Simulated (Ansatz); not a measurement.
Input of an Ansatz 0.2.0 run:

File input.yaml:

```yaml
crystal:
  lattice:
    - [4.5277, 0.0, 0.0]
    - [0.0, 4.4211, 0.0]
    - [-1.320519, 0.0, 6.364348]
  atoms:
    - { symbol: Sb, position: [0.33993, 0.25, 0.68367] }
    - { symbol: Sb, position: [0.936638, 0.75, 0.762758] }
    - { symbol: Sb, position: [0.063362, 0.25, 0.237242] }
    - { symbol: Sb, position: [0.66007, 0.75, 0.31633] }
hamiltonian:
  xc: pbesol
  pseudopotentials: { kind: paw }
kpoints:
  mp_grid: { grid: [6, 6, 4] }
scf:
  occupations: { method: fermi_dirac, width: 0.05 }
output:
  forces: true
  stress: true
  eigenvalues: true
relax:
  f_tol: 0.01
  max_steps: 40
  cell: { stress_tol: 0.05, p_target: 2.0 }
```

Potentials or basis: Ansatz PAW.

Launch:

```console
$ ansatz run input.yaml --threads 2 --pin off --max-ram 5632MiB --backend cpu --events-out ev --progress --plain --runs-dir out
```

(1) Predict the band gap on the k mesh.

(2) What does it give for the space group after relaxing (to 0.05 Å)?

(3) Estimate the relaxed cell.

Answers

(1) none (metal or under the smearing width).

(2) C2/m (No. 12).

(3) a = 4.273 Å, b = 4.224 Å, c = 7.367 Å, α = 90.00°, β = 122.97°, γ = 90.00°.
